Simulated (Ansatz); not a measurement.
Six crystals in the fcc structure, computed with PBE in Ansatz (plane waves, PAW datasets (generated soft set 1); cutoff 420 eV), no spin polarisation, no spin–orbit coupling, Fermi–Dirac smearing of 0.061 eV, k-spacing 0.06 Å⁻¹.

Rank them by bulk modulus, stiffest first.
A. Tm
B. Dy
C. Rh
D. Ru
E. Mg
F. Fe

D (306 GPa), F (285 GPa), C (256 GPa), E (35 GPa), A (18.2 GPa), B (15.9 GPa).

Model structures, not the usual forms at ambient conditions (metastable or hypothetical): Ru, Mg, Dy, Tm, Fe. The real material (Fe) is magnetic: without spin this is a model state, and volume, stiffness and gap can lie far from those of the magnetic ground state. The open f shell of Dy, Tm is treated without spin here, so this is a model state and not the ground state.
